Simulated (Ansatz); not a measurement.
# BeTe (F-43m): the PBE gap against the wavefunction cutoff

How far can the wavefunction cutoff be lowered for the gap of BeTe (F-43m)?

Program: Ansatz 0.2.0. Level of theory: DFT, PBE, plane waves, PAW; PAW set soft_1. Results are calculated unless marked as measured.

Most raw output is cut from this account.

### 1. Set-up

It takes space group F-43m (No. 216, cubic). Conventional cell: a = 5.663 Å, b = 5.663 Å, c = 5.663 Å, α = 90.00°, β = 90.00°, γ = 90.00°. Be has 4 Te at 2.45 Å nearest. Nearest to Te lie 4 Be at 2.45 Å. Farther neighbours and most contacts between anions are not listed.

Structure file:

```cif
data_structure
_symmetry_space_group_name_H-M 'P 1'
_symmetry_Int_Tables_number 1
_cell_length_a 4.0043
_cell_length_b 4.0043
_cell_length_c 4.0043
_cell_angle_alpha 60.000
_cell_angle_beta 60.000
_cell_angle_gamma 60.000
_cell_volume 45.40
loop_
_atom_site_label
_atom_site_type_symbol
_atom_site_fract_x
_atom_site_fract_y
_atom_site_fract_z
_atom_site_occupancy
Be1 Be 0.00000 0.00000 0.00000 1
Te2 Te 0.75000 0.75000 0.75000 1
```

The cell and positions are those that the Materials Project relaxed with its own functionals (PBE, PBE+U or r2SCAN), kept fixed. Spin-orbit coupling is left out unless a step names it.

### 2. Wavefunction cutoff: 190 eV

Contents of input.yaml:

```yaml
crystal:
  lattice:
    - [0.0, 2.8314587876, 2.8314587876]
    - [2.8314587876, 0.0, 2.8314587876]
    - [2.8314587876, 2.8314587876, 0.0]
  atoms:
    - { symbol: Be, position: [0.0, 0.0, 0.0] }
    - { symbol: Te, position: [0.75, 0.75, 0.75] }
kpoints:
  mp_grid: { grid: [8, 8, 8] }
  band_path:
    path:
      - [0.0, 0.0, 0.0]
      - [-0.5, -0.5, 0.0]
      - [-0.375, -0.375, 0.25]
      - [-0.375, 0.0, 0.375]
      - [0.0, 0.0, 0.5]
      - [-0.5, -0.25, 0.25]
    npoints: 1
hamiltonian:
  xc: pbe
  pseudopotentials: { kind: paw, azcp: { folder: soft_1 } }
scf:
  occupations: { method: fermi_dirac, width: 0.02 }
  n_extra_bands: 4
  max_iter: 80
output:
  eigenvalues: true
basis:
  ecutwfc: 190.0
```

Launch:

```
> ansatz run input.yaml --threads 3 --pin off --max-ram 92160MiB --backend cuda --events-out ev --progress --plain --runs-dir out --devices 1 --max-vram 13GiB
```

Run time: 9.5 s. Hardware: 1 × NVIDIA H100 80GB HBM3 (shared by 6 runs) with 3 threads of AMD EPYC 7R13 (Zen 3), shared host; peak memory 0.88 GiB; 4 s of CPU time.

Numbers from this step:

```yaml
gap: 2.062 eV
valence_top_at: Γ
conduction_bottom_at: X
least_direct_gap: 3.444 eV
```

The gap is indirect, with the least direct gap 1.38 eV higher.

### 3. Wavefunction cutoff: 290 eV

input.yaml, as its differences from that of step 2:

```diff
@@ -23,3 +23,3 @@
 scf:
-  occupations: { method: fermi_dirac, width: 0.02 }
+  occupations: { method: fixed }
   n_extra_bands: 4
@@ -29,2 +29,2 @@
 basis:
-  ecutwfc: 190.0
+  ecutwfc: 290.0
```

Wall time 11 s (1 × NVIDIA H100 80GB HBM3 (shared by 6 runs) with 3 threads); peak memory 0.87 GiB.

Numbers from this step:

```yaml
gap: 2.031 eV
valence_top_at: Γ
conduction_bottom_at: X
least_direct_gap: 3.648 eV
```

The gap is 2.031 eV, −0.032 eV from the run before at this level.

### 4. Wavefunction cutoff: 420 eV (the default)

input.yaml, the sections that differ from step 3:

```yaml
kpoints:
  mp_grid: { grid: [8, 8, 8] }
  band_path:
    path:
      - [[0.0, 0.0, 0.0], [-0.5, -0.5, 0.0], [-0.375, -0.375, 0.25]]
      - [[-0.375, 0.0, 0.375], [0.0, 0.0, 0.0], [0.0, 0.0, 0.5], [-0.5, -0.25, 0.25], [-0.5, -0.5, 0.0]]
    npoints: 10
scf:
  occupations: { method: fermi_dirac, width: 0.02 }
  n_extra_bands: 4
output:
  eigenvalues: true
  write_density: true
  write_potential: true
  elf: true
  volumetric_format: npy
# crystal, hamiltonian: as in step 3
# basis: removed
```

Run time: 9.4 s. Hardware: 1 × NVIDIA H100 80GB HBM3 (shared by 6 runs) with 3 threads; peak memory 0.89 GiB.

This step gave:

- gap: 2.026 eV
- valence top at: Γ
- conduction bottom at: X
- least direct gap: 3.641 eV

The gap is 2.026 eV, −0.004 eV from the run before at this level.

### 5. Wavefunction cutoff: 630 eV

input.yaml, the sections that differ from step 4:

```yaml
kpoints:
  mp_grid: { grid: [8, 8, 8] }
  band_path:
    path:
      - [0.0, 0.0, 0.0]
      - [-0.5, -0.5, 0.0]
      - [-0.375, -0.375, 0.25]
      - [-0.375, 0.0, 0.375]
      - [0.0, 0.0, 0.5]
      - [-0.5, -0.25, 0.25]
    npoints: 1
scf:
  occupations: { method: fixed }
  n_extra_bands: 4
  max_iter: 80
output:
  eigenvalues: true
basis:
  ecutwfc: 630.0
# crystal, hamiltonian: as in step 4
```

It took 13 s on 1 × NVIDIA H100 80GB HBM3 (shared by 6 runs) with 3 threads; peak memory 0.87 GiB; 9.1 s of CPU time.

This step gave:

| Property | Result |
| --- | --- |
| gap | 2.026 eV |
| valence top at | Γ |
| conduction bottom at | X |
| least direct gap | 3.640 eV |

The gap is 2.026 eV, as in the run before at this level.

### 6. The series

Differences are against the last row; a negative gap means that bands overlap, and a run with a band path holds that path's time. Times are wall times on 1 × NVIDIA H100 80GB HBM3 (shared by 6 runs) with 3 threads of AMD EPYC 7R13 (Zen 3), shared host, good to a factor of about two.

```tsv
wavefunction cutoff	gap (eV)	direct gap (eV)	gap error (eV)	energy error (meV/atom)	irreducible k	time
190 eV	2.062	3.444	+0.036	+5044.7	29	9.5 s
290 eV	2.031	3.648	+0.004	+49.0	29	11 s
420 eV	2.026	3.641	+0.0002	+0.5	29	9.4 s
630 eV	2.026	3.640	+0.000	+0.0	29	13 s
```

### 7. What came out

| Quantity | Value |
| --- | --- |
| 190 eV | 2.062 eV |
| 290 eV | 2.031 eV |
| 420 eV | 2.026 eV |
| 630 eV | 2.026 eV |

**Reading.** The gap holds to 0.02 eV from 290 eV on. At 190 eV the gap is off by +0.036 eV and the energy by +5045 meV/atom.

[Paths, hosts, dates, memory and timing lines, banners, echoed tables and standing remarks are left out of the program output.]

[Logs are printed without paths, hosts, clocks, repeated set-up lines and the standing remarks that a program may print on its own settings, such as how far it seeks lower states.]

[Runs of the session that timed out or met a known fault of the program may be left out.]

[Cells called generated may have been cut or substituted from an entry of the Crystallography Open Database or the Materials Project.]

[Hosts, paths, dates, database ids (printed as entryN), source tags and the programs' standing remarks are cut or masked in the printed files.]
